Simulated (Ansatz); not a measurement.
# Al₃Cu₂ (P-3m1), two-dimensional strain map

Level of theory: DFT r2SCAN, scalar-relativistic, plane waves, PAW in Ansatz. Cutoff 500 eV, Γ-centred 12×12×10 k-points, Gaussian smearing of 0.15 eV. No spin polarisation. Energies are free energies at this smearing, counted from the undisturbed cell; pressure is positive in compression.

The undisturbed cell (relaxed at this level; it needn't be the usual structure):

```
CELL_PARAMETERS angstrom
4.10181 0.00000 0.00000
-2.05091 3.55227 0.00000
0.00000 0.00000 4.98986
ATOMIC_POSITIONS crystal
Al 0.00000 0.00000 0.00000
Al 0.33333 0.66667 0.35017
Al 0.66667 0.33333 0.64983
Cu 0.33333 0.66667 0.84017
Cu 0.66667 0.33333 0.15983
```

The cell is strained by p along both x and y and by q along z, fractional coordinates fixed. Points are written (p, q).

Energy above the undisturbed cell in meV/atom (a dash: not computed):

```
 p \ q  -0.080  -0.040  0.000  0.040  0.080
-0.080   409.3   286.3  222.4  198.6      ?
-0.040   187.2    88.8   49.4   50.6   75.8
 0.000       ?       ?    0.0   16.8   58.5
 0.040       ?    48.5   39.1   66.4  117.5
 0.080   178.3   131.2  134.0  171.0  229.1
```

Task: Fill in the withheld energies.

Result: (-0.080, 0.080): 199.9; (0.000, -0.080): 102.5; (0.000, -0.040): 23.2; (0.040, -0.080): 110.7.